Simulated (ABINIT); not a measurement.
# Co (P6_3/mmc) in ABINIT: convergence with k mesh

Aim: find how far k mesh must go before the results for Co settle, at PBE. This setting moves, with any that are tied to it; all else stays.

Everything below comes from runs of ABINIT 10.8.3 (patched build). Logs are shortened: lines on timing, memory, paths and dates and some standing lists are left out, and cuts for length are marked. The log counts tension as positive stress, the text compression.

## Step 1: Starting point

Symmetry: P6_3/mmc, No. 194, hexagonal system. The conventional cell has a = 2.472 Å, b = 2.472 Å, c = 4.021 Å, α = 90.00°, β = 90.00°, γ = 120.00°. Co (site symmetry -6m2) has 12 Co at 2.47 Å as nearest neighbours.

## Step 2: With k mesh 2 × 2 × 1

The input, run.abi:

```
pp_dirpath "./"
pseudos "Co.GGA_PBE-JTH.xml"

acell 2.4719999032 2.4719999032 4.02114408 Angstrom
rprim
     1.0000000000     0.0000000000     0.0000000000
    -0.5000000000     0.8660254038     0.0000000000
     0.0000000000     0.0000000000     1.0000000000
ntypat 1
znucl 27
natom 2
typat 1 1
xred
     0.6666666667     0.3333333333     0.7500000000
     0.3333333333     0.6666666667     0.2500000000

ecut 707.496042 eV
pawecutdg 48.0
pawxcdev 0

kptopt 1
ngkpt 2 2 1
nshiftk 1
shiftk 0.0 0.0 0.0

ixc 11

nband 22
occopt 3
tsmear 0.1 eV

nsppol 2
spinat
     0.0000000000     0.0000000000     2.0000000000
     0.0000000000     0.0000000000     2.0000000000

nstep 100
tolvrs 1.0e-9

iomode 3
prtwf 0
prtden 0
prteig 0
prtebands 0
enunit 2
```

Potentials or basis: JTH PAW PBE v2.0.

The run is started by

```console
$ abinit run.abi > log 2>&1
```

Wall time 8.5 s (1 thread of Arm Neoverse V1, shared host); peak memory 0.11 GiB.

Results (log left out):

* Free energy: -7967.2832 eV
* Pressure: 3.6 GPa
* Band gap on the k mesh: none (metal or under the smearing width)
* Net moment: 2.80 μB per cell
* Site moments: Co +1.52 μB
* Valence electrons inside the program's atomic spheres: Co 15.57 (radii [1.1161] Å)

## Step 3: With k mesh 3 × 3 × 2

Edit run.abi of step 2 so:

```diff
@@ -21,3 +21,3 @@
 kptopt 1
-ngkpt 2 2 1
+ngkpt 3 3 2
 nshiftk 1
```

Potentials or basis: JTH PAW PBE v2.0.

The run is started by

```console
$ abinit run.abi > log 2>&1
```

Wall time 18 s (1 thread of Arm Neoverse V1, shared host); peak memory 0.12 GiB.

The run converged. Its results:

```
Free energy                                           : -7967.7135 eV
Pressure                                              : 11.2 GPa
Band gap on the k mesh                                : none (metal or under the smearing width)
Net moment                                            : 3.54 μB per cell
Site moments                                          : Co +1.83 μB
Valence electrons inside the program's atomic spheres : Co 15.55 (radii [1.1161] Å)
```

## Step 4: With k mesh 4 × 4 × 3

Edit run.abi of step 3 so:

```diff
@@ -21,3 +21,3 @@
 kptopt 1
-ngkpt 3 3 2
+ngkpt 4 4 3
 nshiftk 1
```

The run is started by

```console
$ abinit run.abi > log 2>&1
```

It took 18 s on 1 thread of Arm Neoverse V1, shared host; peak memory 0.11 GiB.

Results (log left out):

| Property | Result |
| --- | --- |
| Free energy | -7967.9671 eV |
| Pressure | 3.5 GPa |
| Band gap on the k mesh | none (metal or under the smearing width) |
| Net moment | 2.99 μB per cell |
| Site moments | Co +1.57 μB |
| Valence electrons inside the program's atomic spheres | Co 15.58 (radii [1.1161] Å) |

## Step 5: With k mesh 6 × 6 × 4

Edit run.abi of step 4 so:

```diff
@@ -21,3 +21,3 @@
 kptopt 1
-ngkpt 4 4 3
+ngkpt 6 6 4
 nshiftk 1
```

The run is started by

```console
$ abinit run.abi > log 2>&1
```

It took 37 s on 1 thread of Arm Neoverse V1, shared host; peak memory 0.13 GiB.

Results (log left out):

```yaml
Free_energy: -7967.9824 eV
Pressure: 4.9 GPa
Band_gap_on_the_k_mesh: none (metal or under the smearing width)
Net_moment: 3.20 μB per cell
Site_moments: Co +1.67 μB
Valence_electrons_inside_the_program's_atomic_spheres: Co 15.57 (radii [1.1161] Å)
```

## Step 6: With k mesh 8 × 8 × 4

Edit run.abi of step 5 so:

```diff
@@ -21,3 +21,3 @@
 kptopt 1
-ngkpt 6 6 4
+ngkpt 8 8 4
 nshiftk 1
```

Potentials or basis: JTH PAW PBE v2.0.

The run is started by

```console
$ abinit run.abi > log 2>&1
```

It took 65 s on 1 thread of Arm Neoverse V1, shared host; peak memory 0.14 GiB.

Results (log left out):

```
Free energy                                           : -7967.9616 eV
Pressure                                              : 5.2 GPa
Band gap on the k mesh                                : none (metal or under the smearing width)
Net moment                                            : 3.20 μB per cell
Site moments                                          : Co +1.68 μB
Valence electrons inside the program's atomic spheres : Co 15.57 (radii [1.1161] Å)
```

## Step 7: With k mesh 9 × 9 × 5

Edit run.abi of step 6 so:

```diff
@@ -21,3 +21,3 @@
 kptopt 1
-ngkpt 8 8 4
+ngkpt 9 9 5
 nshiftk 1
```

The run is started by

```console
$ abinit run.abi > log 2>&1
```

It took 67 s on 1 thread of Arm Neoverse V1, shared host; peak memory 0.14 GiB.

It converged, with:

| Quantity | Value |
| --- | --- |
| Free energy | -7967.9564 eV |
| Pressure | 4.2 GPa |
| Band gap on the k mesh | none (metal or under the smearing width) |
| Net moment | 3.08 μB per cell |
| Site moments | Co +1.62 μB |
| Valence electrons inside the program's atomic spheres | Co 15.57 (radii [1.1161] Å) |

## Step 8: With k mesh 10 × 10 × 6

Edit run.abi of step 7 so:

```diff
@@ -21,3 +21,3 @@
 kptopt 1
-ngkpt 9 9 5
+ngkpt 10 10 6
 nshiftk 1
```

The run is started by

```console
$ abinit run.abi > log 2>&1
```

Wall time 1.8 min (1 thread of Arm Neoverse V1, shared host); peak memory 0.16 GiB.

The run converged. Its results:

```yaml
Free_energy: -7967.9570 eV
Pressure: 5.8 GPa
Band_gap_on_the_k_mesh: none (metal or under the smearing width)
Net_moment: 3.26 μB per cell
Site_moments: Co +1.71 μB
Valence_electrons_inside_the_program's_atomic_spheres: Co 15.57 (radii [1.1161] Å)
```

## Step 9: With k mesh 12 × 12 × 8

Edit run.abi of step 8 so:

```diff
@@ -21,3 +21,3 @@
 kptopt 1
-ngkpt 10 10 6
+ngkpt 12 12 8
 nshiftk 1
```

Potentials or basis: JTH PAW PBE v2.0.

The run is started by

```console
$ abinit run.abi > log 2>&1
```

Wall time 2.6 min (1 thread of Arm Neoverse V1, shared host); peak memory 0.19 GiB.

It converged, with:

```yaml
Free_energy: -7967.9512 eV
Pressure: 5.4 GPa
Band_gap_on_the_k_mesh: none (metal or under the smearing width)
Net_moment: 3.21 μB per cell
Site_moments: Co +1.68 μB
Valence_electrons_inside_the_program's_atomic_spheres: Co 15.57 (radii [1.1161] Å)
```

## Step 10: With k mesh 15 × 15 × 9

Edit run.abi of step 9 so:

```diff
@@ -21,3 +21,3 @@
 kptopt 1
-ngkpt 12 12 8
+ngkpt 15 15 9
 nshiftk 1
```

Potentials or basis: JTH PAW PBE v2.0.

The run is started by

```console
$ abinit run.abi > log 2>&1
```

run.abo:

```text
.Version 10.8.3 of ABINIT
 Symmetries : space group P6_3/m m c (#194); Bravais hP (primitive hexag.)
================================================================================
 Values of the parameters that define the memory need of the present run
     intxc =       0    ionmov =       0      iscf =      17    lmnmax =      18
     lnmax =       6     mgfft =      36  mpssoang =       3    mqgrid =    3001
     natom =       2  nloc_mem =       2    nspden =       2   nspinor =       1
    nsppol =       2      nsym =      24    n1xccc =       1    ntypat =       1
    occopt =       3   xclevel =       2
       mpw =         927          nfft =       20736          nkpt =         135
 PAW method is used; the additional fine FFT grid is defined by:
   mgfftf=        48    nfftf =     43200
================================================================================
================================================================================

--------------------------------------------------------------------------------
------------- Echo of variables that govern the present computation ------------
--------------------------------------------------------------------------------
 -outvars: echo values of preprocessed input variables --------
            acell      4.6714028003E+00  4.6714028003E+00  7.5988610240E+00 Bohr
              amu      5.89332000E+01
             ecut      2.60000000E+01 Hartree
           enunit           2
                       outvar_i_n : Printing only first  50 k-points.
              ixc          11
                       outvar_i_n : Printing only first  50 k-points.
         kptrlatt       15    0    0      0   15    0      0    0    9
          kptrlen      6.83897492E+01
            natom           2
            nband          22
            ngfft          24      24      36
          ngfftdg          30      30      48
             nkpt         135
           nspden           2
           nsppol           2
            nstep         100
             nsym          24
           ntypat           1
                       prtocc : prtvol=0, do not print more k-points.
                       1.000000  1.000000  1.000000  1.000000  1.000000  1.000000
                       1.000000  1.000000  1.000000  1.000000  1.000000  1.000000
                       1.000000  1.000000  1.000000  1.000000  1.000000  0.000000
                       0.000000  0.000000  0.000000  0.000000
                       1.000000  1.000000  1.000000  1.000000  1.000000  1.000000
                       1.000000  1.000000  1.000000  1.000000  1.000000  1.000000
                       1.000000  1.000000  1.000000  1.000000  1.000000  0.000000
                       0.000000  0.000000  0.000000  0.000000
                       1.000000  1.000000  1.000000  1.000000  1.000000  1.000000
                       1.000000  1.000000  1.000000  1.000000  1.000000  1.000000
                       1.000000  1.000000  1.000000  1.000000  1.000000  0.000000
                       0.000000  0.000000  0.000000  0.000000
                       1.000000  1.000000  1.000000  1.000000  1.000000  1.000000
                       1.000000  1.000000  1.000000  1.000000  1.000000  1.000000
                       1.000000  1.000000  1.000000  1.000000  1.000000  0.000000
                       0.000000  0.000000  0.000000  0.000000
                       1.000000  1.000000  1.000000  1.000000  1.000000  1.000000
[... 168 lines left out ...]
                       1.000000  1.000000  1.000000  1.000000  1.000000  1.000000
                       1.000000  1.000000  1.000000  1.000000  1.000000  0.000000
                       0.000000  0.000000  0.000000  0.000000
                       1.000000  1.000000  1.000000  1.000000  1.000000  1.000000
                       1.000000  1.000000  1.000000  1.000000  1.000000  1.000000
[... 208 lines left out ...]
   1.00000    1.00000    0.99997    0.99995    0.99995    0.99789    0.99789    0.95451
   0.81259    0.81259    0.00002    0.00002    0.00000    0.00000
 prteigrs : prtvol=0 or 1, do not print more k-points.

 Fermi (or HOMO) energy (eV) =  14.53071   Average Vxc (eV)= -12.91498
 Eigenvalues (   eV  ) for nkpt= 135  k points, SPIN UP:
 kpt#   1, nband= 22, wtk=  0.00049, kpt=  0.0000  0.0000  0.0000 (reduced coord)
 -81.56378  -81.50363  -44.96762  -44.66442  -44.66442  -44.62148  -44.61522  -44.61522
   5.39406    9.25574   11.85671   11.90984   11.90984   12.22844   12.22844   12.60811
  12.60811   13.72844   13.72844   14.28768   20.92278   36.55755
 prteigrs : prtvol=0 or 1, do not print more k-points.

 Eigenvalues (   eV  ) for nkpt= 135  k points, SPIN DOWN:
 kpt#   1, nband= 22, wtk=  0.00049, kpt=  0.0000  0.0000  0.0000 (reduced coord)
 -79.51334  -79.44876  -42.98309  -42.66231  -42.66231  -42.60951  -42.60951  -42.60652
   5.38632   10.17558   13.47455   13.54165   13.54165   13.91478   13.91478   14.22633
  14.38401   14.38401   15.62598   15.62598   21.95682   36.25347
 prteigrs : prtvol=0 or 1, do not print more k-points.

--- !EnergyTerms
iteration_state     : {dtset: 1, }
comment             : Components of total free energy in Hartree
kinetic             :  2.35746361241066E+01
hartree             :  6.80976471118953E+01
xc                  : -6.31544323320751E+00
Ewald energy        : -2.00818620301223E+02
psp_core            :  7.15981754359691E+00
local_psp           : -2.35592544891223E+02
PAW spherical_terms :  5.10796556546940E+01
internal            : -2.92814851991361E+02
'-kT*entropy'       : -2.16666081166497E-03
total_energy        : -2.92817018652173E+02
total_energy_eV     : -7.96795699394090E+03
...

--- !EnergyTermsDC
iteration_state     : {dtset: 1, }
comment             : '"Double-counting" decomposition of free energy'
band_energy         : -2.31692696681141E+01
Ewald energy        : -2.00818620301223E+02
psp_core            :  7.15981754359691E+00
xc_dc               : -6.61842748831551E+01
PAW spherical_terms : -9.80249407477337E+00
internal            : -2.92814841383669E+02
'-kT*entropy'       : -2.16666081166497E-03
total_energy_dc     : -2.92817008044481E+02
total_energy_dc_eV  : -7.96795670529089E+03
...

--- !EnergyTermsWithPAWCore
iteration_state     : {dtset: 1, }
comment             : 'Components of total free energy, including PAW core contributions'
Total energy        : -2.78689960410414E+03
Total energy DC     : -2.78689959349644E+03
Total energy (eV)   : -7.58354015560492E+04
Total energy DC (eV): -7.58354012673991E+04
...

 Cartesian components of stress tensor (hartree/bohr^3)
  sigma(1 1)= -2.00800660E-04  sigma(3 2)=  0.00000000E+00
  sigma(2 2)= -2.00800662E-04  sigma(3 1)=  0.00000000E+00
  sigma(3 3)= -1.31374126E-04  sigma(2 1)=  0.00000000E+00

-Cartesian components of stress tensor (GPa)         [Pressure=  5.2269E+00 GPa]
- sigma(1 1)= -5.90775939E+00  sigma(3 2)=  0.00000000E+00
- sigma(2 2)= -5.90775944E+00  sigma(3 1)=  0.00000000E+00
- sigma(3 3)= -3.86516024E+00  sigma(2 1)=  0.00000000E+00

== END DATASET(S) ==============================================================
================================================================================

 -outvars: echo values of variables after computation  --------
            acell      4.6714028003E+00  4.6714028003E+00  7.5988610240E+00 Bohr
           etotal     -2.9281700804E+02
            fcart      8.6461562134E-29  4.9918606172E-29  1.0381304550E-31
                      -8.6461562134E-29 -4.9918606172E-29 -1.0381304550E-31
            rprim      1.0000000000E+00  0.0000000000E+00  0.0000000000E+00
                      -5.0000000000E-01  8.6602540380E-01  0.0000000000E+00
                       0.0000000000E+00  0.0000000000E+00  1.0000000000E+00
           strten     -2.0080066032E-04 -2.0080066210E-04 -1.3137412646E-04
                       0.0000000000E+00  0.0000000000E+00  0.0000000000E+00
           xangst      1.2359999516E+00  7.1360490479E-01  3.0158580600E+00
                       3.2314526188E-17  1.4272098096E+00  1.0052860200E+00
             xred      6.6666666667E-01  3.3333333333E-01  7.5000000000E-01
                       3.3333333333E-01  6.6666666667E-01  2.5000000000E-01
 Calculation completed.
```

Run time: 4.3 min. Hardware: 1 thread of Arm Neoverse V1, shared host; peak memory 0.23 GiB.

What came out:

| Property | Result |
| --- | --- |
| Free energy | -7967.9567 eV |
| Pressure | 5.2 GPa |
| Band gap on the k mesh | none (metal or under the smearing width) |
| Net moment | 3.20 μB per cell |
| Site moments | Co +1.68 μB |
| Valence electrons inside the program's atomic spheres | Co 15.57 (radii [1.1161] Å) |

## Step 11: The series at a glance

```csv
k mesh,"energy less the tightest run, at zero smearing (meV/atom)",pressure (GPa),largest site moment (μB),SCF cycles,CPU time (s),peak memory (GiB)
2 × 2 × 1,335.86,3.55,1.52,16,8.4,0.11
3 × 3 × 2,137.27,11.23,1.83,20,18,0.12
4 × 4 × 3,-5.28,3.52,1.57,16,18,0.11
6 × 6 × 4,-12.48,4.90,1.67,16,37,0.13
8 × 8 × 4,-2.99,5.23,1.68,21,65,0.14
9 × 9 × 5,0.34,4.20,1.62,17,67,0.14
10 × 10 × 6,0.10,5.78,1.71,19,110,0.16
12 × 12 × 8,4.11,5.35,1.68,16,160,0.19
15 × 15 × 9,0.00,5.23,1.68,19,260,0.23
```

Against the tightest run, the largest site moment stays within 0.02 μB from 12 × 12 × 8 on. Not settled before the last step: the energy (to 1 meV/atom), the pressure (to 0.1 GPa). Meshes of other sizes hit other points, so gaps and Fermi surfaces needn't settle smoothly. The tightest run that finished is the yardstick and may itself not be fully converged.
